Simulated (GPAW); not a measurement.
AgBr:

```
Ag Br
1.0
     0.00000    2.87015    2.87015
     2.87015    0.00000    2.87015
     2.87015    2.87015    0.00000
Ag Br
1 1
Direct
  0.00000 0.00000 0.00000
  0.50000 0.50000 0.50000
```

Program: GPAW 26.7.0. Alike in all runs: task band structure; potentials or basis PAW data sets generated in the run's folder for this functional, pw; cell as given; k mesh 8 × 8 × 8; cutoff (eV) 600; smearing fermi-dirac 0.05 eV.

Order these runs on this cell by their band gap on the k mesh, lowest first.
A. level PBEsol+U; spin off; U Ag d U = 8 eV; band points 80
B. level PBEsol+U; spin off; U Ag d U = 2 eV; band points 80
C. level PBEsol+U; spin off; U Ag d U = 3 eV; band points 80
D. level PBEsol+U; spin off; U Ag d U = 1 eV; band points 80
E. level PBEsol; spin SOC, no magnetisation; band points 60; spin axis theta (degrees) 0; spin axis phi (degrees) 0; soc after scf second variation

E (0.40 eV), D (0.68 eV), B (0.86 eV), C (1.04 eV), A (1.77 eV).

Caveats: spin-orbit coupling was added after a scalar SCF, so levels and gaps hold it while energy, forces, pressure and moments don't (some runs); this program's spin-orbit splittings come out too wide for heavy elements (some runs).

